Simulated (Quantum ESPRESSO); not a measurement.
MgS (Niningerite):

```
S Mg
1.0
     0.00000    2.60165    2.60165
     2.60165    0.00000    2.60165
     2.60165    2.60165    0.00000
S Mg
1 1
Direct
  0.50000 0.50000 0.50000
  0.00000 0.00000 0.00000
```

Base run:

- Program: Quantum ESPRESSO 7.5
- Functional: RPBE
- Potentials or basis: SG15 PBE 1.2
- Cutoff: 952 eV
- Density cutoff: 3810 eV
- k mesh: 9 × 9 × 9
- Occupations: fermi-dirac, width 0.05 eV
- Spin: no spin polarisation

Its results: band gap on the k mesh 3.10 eV, indirect (least direct gap 3.86 eV); pressure 2.9 GPa.

After a change of settings the same cell gave: band gap on the k mesh 2.87 eV, indirect (least direct gap 3.62 eV); pressure 0.0 GPa. Which change was it?
A. functional from RPBE to HLE16
B. functional from RPBE to r2SCAN; k mesh from 9 × 9 × 9 to 7 × 7 × 7
C. functional from RPBE to AM05
D. functional from RPBE to LDA

C.

AM05 binds more tightly than RPBE, so the same cell stands under less pressure.

Caveats: the potentials were made for another functional, which shifts forces and pressure; the mesh misses the band edges, which the band path finds closer together.
